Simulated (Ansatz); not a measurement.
## Zn: pressure and energy less free atoms against volume scale

Results calculated with Ansatz 0.2.0, not measured. Periodic Kohn-Sham DFT of a crystal at fixed atoms, scaled to volume_scale times the given cell; pressure positive in compression, energy less spherical unpolarised free atoms, largest_vzz the field gradient of largest size among the nuclei.

The cell before it is scaled or strained (space group P6_3/mmc, No. 194):
```
CELL_PARAMETERS angstrom
2.66480 0.00000 0.00000
-1.33240 2.30780 0.00000
0.00000 0.00000 4.94670
ATOMIC_POSITIONS crystal
Zn 0.33333 0.66667 0.25000
Zn 0.66667 0.33333 0.75000
```

Settings of every row: method all-electron LAPW; functional PBEsol; relativity scalar; k mesh 16x16x8; filling fermi-dirac; smearing width 0.03 eV; basis error target 0.25 meV/atom; nucleus gaussian.

Atom start moment: 0 on all atoms.

| row | volume scale | V (Å³/atom) | pressure (GPa) | energy less free atoms (eV/atom) |
| --- | --- | --- | --- | --- |
| 1 | 0.94 | 14.298 | ? | ? |
| 2 | 0.96 | 14.602 | -2.561 | -1.585 |
| 3 | 0.98 | 14.906 | -4.129 | -1.5786 |
| 4 | 0.99 | 15.059 | -4.834 | -1.5743 |
| 5 | 1 | 15.211 | -5.49 | -1.5694 |
| 6 | 1.01 | 15.363 | -6.099 | -1.5639 |
| 7 | 1.02 | 15.515 | -6.664 | -1.5579 |
| 8 | 1.04 | 15.819 | -7.674 | -1.5442 |
| 9 | 1.06 | 16.123 | -8.543 | -1.5288 |

Question: what pressure and energy less free atoms should row 1 give?

Worked fit of pressure. Take u = (V_r/V)^(2/3) − 1 with V_r = 15.287 Å³ an atom, which is twice the finite (Eulerian) strain; such expansions in the strain, on which the Birch-Murnaghan equation of state is built, carry the rest volume and the bulk modulus. The shown rows have u = 0.03103, 0.01697, 0.01007, 0.00333, -0.0033, -0.00982, -0.02255, -0.03487. Least squares give pressure = −5.7999 + 91.735 × u + 392.08 × u² + 492 × u³ GPa; a parabola predicts inner rows, each left out in turn, worse (root mean square 0.0046 against 0.0016 GPa). The rows lie off it by 0.000, -0.001, 0.002, 0.000, -0.001, -0.001, 0.001, 0.000. The withheld row has u = 0.0456, so the fit gives −5.7999 + 91.735 × (0.0456) + 392.08 × (0.0456)² + 492 × (0.0456)³ = -0.755 GPa.

The calculation gave -0.768 GPa. The fit lies 0.013 GPa (1.7 % of the value, 0.17 % of the column's range) above it; its largest miss of a shown row is 0.002 GPa. This row lies beyond the range of the fit.

Worked fit of energy less free atoms. Take u = (V_r/V)^(2/3) − 1 with V_r = 15.287 Å³ an atom, which is twice the finite (Eulerian) strain; such expansions in the strain, on which the Birch-Murnaghan equation of state is built, carry the rest volume and the bulk modulus. The shown rows have u = 0.03103, 0.01697, 0.01007, 0.00333, -0.0033, -0.00982, -0.02255, -0.03487. Least squares give energy less free atoms = −1.56673 − 0.8251 × u + 7.573 × u² eV/atom; a straight line predicts inner rows, each left out in turn, worse (root mean square 0.0025 against 5.3e-05 eV/atom). The rows lie off it by 0.0000, 0.0000, 0.0000, 0.0000, 0.0000, 0.0000, 0.0001, 0.0000. The withheld row has u = 0.0456, so the fit gives −1.56673 − 0.8251 × (0.0456) + 7.573 × (0.0456)² = -1.5886 eV/atom.

The calculation gave -1.5882 eV/atom. The fit lies 0.0004 eV/atom (0.67 % of the column's range) below it; its largest miss of a shown row is 0.0001 eV/atom. This row lies beyond the range of the fit.
